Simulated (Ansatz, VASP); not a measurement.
One calculation of InSb, two programs

```
CELL_PARAMETERS angstrom
0.00000 3.05203 3.58282
3.05203 0.00000 3.58282
3.05203 3.05203 0.00000
ATOMIC_POSITIONS crystal
In 0.00000 0.00000 0.00000
Sb 0.75000 0.75000 0.75000
```

Change from the starting cell: strain -0.080 along x and y, +0.080 along z, atoms carried along.

Alike in both runs: task single point; functional PBE; k mesh 16 × 16 × 16; occupations gaussian, width 0.15 eV; no spin polarisation.

|  | VASP | Ansatz |
| --- | --- | --- |
| version | VASP 6.6.1 | Ansatz 0.2.0 |
| potentials or method | VASP PAW PBE potentials, release 64 (In_d, Sb) | scalar-relativistic, plane waves, PAW |
| plane-wave cutoff (eV) | 520 | 420 |
| valence electrons in the cell | 18 | 28 |

```csv
,VASP,Ansatz,Ansatz less VASP
gap on the k mesh at the Fermi level (eV),none,none,-
pressure (GPa),3.8,3.8,+0.02
largest component of the traceless stress (GPa),3.60,3.59,-0.004
```

A gap of «none» marks a metal or a gap that the smearing closes. The two sets of potentials don't hold the same shells in valence.

Spin-orbit coupling is left out, which matters for the levels of Sb.
